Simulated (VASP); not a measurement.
# MgF2 (P4_2/mnm) in VASP: settings compared, part 2 of 2

VASP 6.6.1. The steps go on from the part before.

### 3 Band structure, r2SCAN

File INCAR:

```
SYSTEM = MgF2
PREC     = Accurate       ! precision mode
ENCUT    = 520            ! plane-wave cutoff, eV
EDIFF    = 1E-6           ! SCF threshold, eV
ISMEAR   = 0              ! smearing method
SIGMA    = 0.02           ! smearing width, eV
LREAL    = .False.        ! projectors in reciprocal space
LASPH    = .True.         ! aspherical terms in the spheres
NELM     = 60             ! most SCF steps
ALGO     = Normal         ! electronic algorithm
ISIF     = 2              ! what is computed and relaxed
LWAVE    = .False.        ! write WAVECAR
LCHARG   = .False.        ! write CHGCAR
METAGGA  = R2SCAN         ! meta-GGA
LMIXTAU  = .True.
```

File KPOINTS:

```
Automatic mesh
0
Gamma
  6 6 8
  0 0 0
```

File POSCAR:

```
MgF2
1.0
    4.6238000000      0.0000000000      0.0000000000
    0.0000000000      4.6238000000      0.0000000000
    0.0000000000      0.0000000000      3.0533400000
Mg F
2 4
Direct
    0.5000000000      0.5000000000      0.5000000000
    0.0000000000      0.0000000000      0.0000000000
    0.6967800000      0.6967800000      0.0000000000
    0.8032200000      0.1967800000      0.5000000000
    0.3032200000      0.3032200000      1.0000000000
    0.1967800000      0.8032200000      0.5000000000
```

File KPOINTS_OPT:

```
path GXMGZRAZ,XR,MA
10
line-mode
reciprocal
 0.0000000000  0.0000000000  0.0000000000  G
 0.0000000000  0.5000000000  0.0000000000  X

 0.0000000000  0.5000000000  0.0000000000  X
 0.5000000000  0.5000000000  0.0000000000  M

 0.5000000000  0.5000000000  0.0000000000  M
 0.0000000000  0.0000000000  0.0000000000  G

 0.0000000000  0.0000000000  0.0000000000  G
 0.0000000000  0.0000000000  0.5000000000  Z

 0.0000000000  0.0000000000  0.5000000000  Z
 0.0000000000  0.5000000000  0.5000000000  R

 0.0000000000  0.5000000000  0.5000000000  R
 0.5000000000  0.5000000000  0.5000000000  A

 0.5000000000  0.5000000000  0.5000000000  A
 0.0000000000  0.0000000000  0.5000000000  Z

 0.0000000000  0.5000000000  0.0000000000  X
 0.0000000000  0.5000000000  0.5000000000  R

 0.5000000000  0.5000000000  0.0000000000  M
 0.5000000000  0.5000000000  0.5000000000  A
```

Potentials or basis: VASP PAW PBE potentials, release 64 (Mg, F).

Started as:

```bash
$ cat potpaw_PBE.64/Mg/POTCAR potpaw_PBE.64/F/POTCAR > POTCAR
$ mpirun -np 1 vasp_std > vasp.out
```

Wall time 2.3 min (1 thread of Intel Xeon 6975P-C (Granite Rapids), shared host); peak memory 0.23 GiB.

It converged, with:

```
Free energy             : -43.8341 eV
Pressure                : -1.5 GPa
Largest force           : 0.006 eV/Å
Band gap on the k mesh  : 8.00 eV, direct
Band gap along the path : 8.00 eV, direct
```

Forces in eV/Å, atoms in the order of the input:
```
Mg   0.000  0.000  0.000
Mg   0.000  0.000  0.000
F    0.004  0.004  0.000
F   -0.004  0.004  0.000
F   -0.004 -0.004  0.000
F    0.004 -0.004  0.000
```

Stress tensor (GPa, compression positive):
```
-1.38  0.00  0.00
 0.00 -1.38  0.00
 0.00  0.00 -1.76
```

Levels at the corners of the path, in eV from the valence-band top:
| point | band 13 | band 14 | band 15 | band 16 | band 17 | band 18 | band 19 | band 20 |
| --- | --- | --- | --- | --- | --- | --- | --- | --- |
| Γ | -0.73 | -0.32 | -0.32 | 0.00 | 8.00 | 13.24 | 13.24 | 14.76 |
| X | -0.98 | -0.98 | -0.38 | -0.38 | 10.44 | 10.44 | 14.51 | 14.51 |
| X | -0.98 | -0.98 | -0.38 | -0.38 | 10.44 | 10.44 | 14.51 | 14.51 |
| M | -0.94 | -0.94 | -0.78 | -0.78 | 12.20 | 12.20 | 12.29 | 12.29 |
| M | -0.94 | -0.94 | -0.78 | -0.78 | 12.20 | 12.20 | 12.29 | 12.29 |
| Γ | -0.73 | -0.32 | -0.32 | 0.00 | 8.00 | 13.24 | 13.24 | 14.76 |
| Γ | -0.73 | -0.32 | -0.32 | 0.00 | 8.00 | 13.24 | 13.24 | 14.76 |
| Z | -1.16 | -1.16 | -0.86 | -0.86 | 12.84 | 12.84 | 16.04 | 16.06 |
| Z | -1.16 | -1.16 | -0.86 | -0.86 | 12.84 | 12.84 | 16.04 | 16.07 |
| R | -0.73 | -0.73 | -0.67 | -0.67 | 13.75 | 13.75 | 14.54 | 14.54 |
| R | -0.73 | -0.73 | -0.67 | -0.67 | 13.75 | 13.75 | 14.54 | 14.54 |
| A | -0.62 | -0.62 | -0.48 | -0.48 | 14.25 | 14.25 | 14.53 | 14.53 |
| A | -0.62 | -0.62 | -0.48 | -0.48 | 14.25 | 14.25 | 14.53 | 14.53 |
| Z | -1.16 | -1.16 | -0.86 | -0.86 | 12.84 | 12.84 | 16.03 | 16.04 |
| X | -0.98 | -0.98 | -0.38 | -0.38 | 10.44 | 10.44 | 14.51 | 14.51 |
| R | -0.73 | -0.73 | -0.67 | -0.67 | 13.75 | 13.75 | 14.54 | 14.54 |
| M | -0.94 | -0.94 | -0.78 | -0.78 | 12.20 | 12.20 | 12.29 | 12.29 |
| A | -0.62 | -0.62 | -0.48 | -0.48 | 14.25 | 14.25 | 14.53 | 14.53 |

Caveat: the PAW data sets were made with another functional, which shifts forces and pressure a little. r2SCAN opens gaps a little over a GGA but as a rule still falls short of measured ones.

### 4 Band structure, TB-mBJ

POSCAR is that of step 3.

File INCAR.step1:

```
SYSTEM = MgF2
PREC     = Accurate       ! precision mode
ENCUT    = 520            ! plane-wave cutoff, eV
EDIFF    = 1E-5           ! SCF threshold, eV
ISMEAR   = 0              ! smearing method
SIGMA    = 0.02           ! smearing width, eV
LREAL    = .False.        ! projectors in reciprocal space
LASPH    = .True.         ! aspherical terms in the spheres
NELM     = 60             ! most SCF steps
ALGO     = Normal         ! electronic algorithm
ISIF     = 2              ! what is computed and relaxed
LWAVE    = .True.         ! write WAVECAR
LCHARG   = .False.        ! write CHGCAR
GGA      = PE             ! functional
```

File INCAR.step2:

```
SYSTEM = MgF2
PREC     = Accurate       ! precision mode
ENCUT    = 520            ! plane-wave cutoff, eV
EDIFF    = 1E-6           ! SCF threshold, eV
ISMEAR   = 0              ! smearing method
SIGMA    = 0.02           ! smearing width, eV
LREAL    = .False.        ! projectors in reciprocal space
LASPH    = .True.         ! aspherical terms in the spheres
NELM     = 60             ! most SCF steps
ALGO     = Normal         ! electronic algorithm
ISIF     = 2              ! what is computed and relaxed
LWAVE    = .False.        ! write WAVECAR
LCHARG   = .False.        ! write CHGCAR
METAGGA  = MBJ            ! meta-GGA
ISTART   = 1
```

KPOINTS is that of step 3.

KPOINTS_OPT is that of step 3.

Started as:

```bash
$ cat potpaw_PBE.64/Mg/POTCAR potpaw_PBE.64/F/POTCAR > POTCAR
$ cp INCAR.step1 INCAR
$ mpirun -np 1 vasp_std > vasp.out
$ cp INCAR.step2 INCAR
$ mpirun -np 1 vasp_std > vasp.out
```

It took 2.7 min on 1 thread of Intel Xeon 6975P-C (Granite Rapids), shared host; peak memory 0.25 GiB.

The run converged. Its results:

```
Band gap on the k mesh  : 10.85 eV, direct
Band gap along the path : 10.85 eV, direct
```

Levels at the corners of the path, in eV from the valence-band top:
| point | band 13 | band 14 | band 15 | band 16 | band 17 | band 18 | band 19 | band 20 |
| --- | --- | --- | --- | --- | --- | --- | --- | --- |
| Γ | -0.69 | -0.30 | -0.30 | 0.00 | 10.85 | 16.17 | 16.17 | 17.85 |
| X | -0.89 | -0.89 | -0.31 | -0.31 | 13.14 | 13.14 | 17.53 | 17.53 |
| X | -0.89 | -0.89 | -0.31 | -0.31 | 13.14 | 13.14 | 17.53 | 17.53 |
| M | -0.77 | -0.77 | -0.61 | -0.61 | 14.71 | 14.71 | 15.20 | 15.20 |
| M | -0.77 | -0.77 | -0.61 | -0.61 | 14.71 | 14.71 | 15.20 | 15.20 |
| Γ | -0.69 | -0.30 | -0.30 | 0.00 | 10.85 | 16.17 | 16.17 | 17.85 |
| Γ | -0.69 | -0.30 | -0.30 | 0.00 | 10.85 | 16.17 | 16.17 | 17.85 |
| Z | -0.83 | -0.83 | -0.68 | -0.68 | 15.54 | 15.54 | 18.96 | 18.96 |
| Z | -0.83 | -0.83 | -0.68 | -0.68 | 15.54 | 15.54 | 18.96 | 18.96 |
| R | -0.61 | -0.61 | -0.53 | -0.53 | 16.53 | 16.53 | 17.25 | 17.25 |
| R | -0.61 | -0.61 | -0.53 | -0.53 | 16.53 | 16.53 | 17.25 | 17.25 |
| A | -0.50 | -0.50 | -0.40 | -0.40 | 16.74 | 16.74 | 17.51 | 17.51 |
| A | -0.50 | -0.50 | -0.40 | -0.40 | 16.74 | 16.74 | 17.51 | 17.51 |
| Z | -0.83 | -0.83 | -0.68 | -0.68 | 15.54 | 15.54 | 18.96 | 18.96 |
| X | -0.89 | -0.89 | -0.31 | -0.31 | 13.14 | 13.14 | 17.53 | 17.53 |
| R | -0.61 | -0.61 | -0.53 | -0.53 | 16.53 | 16.53 | 17.25 | 17.25 |
| M | -0.77 | -0.77 | -0.61 | -0.61 | 14.71 | 14.71 | 15.20 | 15.20 |
| A | -0.50 | -0.50 | -0.40 | -0.40 | 16.74 | 16.74 | 17.51 | 17.51 |

Caveat: the PAW data sets were made with another functional, which shifts forces and pressure a little.

### 5 The runs side by side

| level | further INCAR settings | gap on the mesh (eV) |
| --- | --- | --- |
| PBEsol | ALGO = Fast; EDIFF = 1e-06 | 6.92 |
| r2SCAN | ALGO = Normal; EDIFF = 1e-06 | 8.00 |
| TB-mBJ | ALGO = Normal; EDIFF = 1e-06 | 10.85 |

Alike in all rows: task band structure; potentials or basis VASP PAW PBE potentials, release 64 (Mg, F); no spin polarisation; cell as given; k mesh 6 × 6 × 8; cutoff (eV) 520; smearing gaussian 0.02 eV.

On the cell as given the gap runs from 6.92 eV (PBEsol) to 10.85 eV (TB-mBJ).

Caveats: the PAW data sets were made with another functional, which shifts forces and pressure a little.

Total energies depend on the potentials used, so only differences within one code and one set of settings carry meaning.
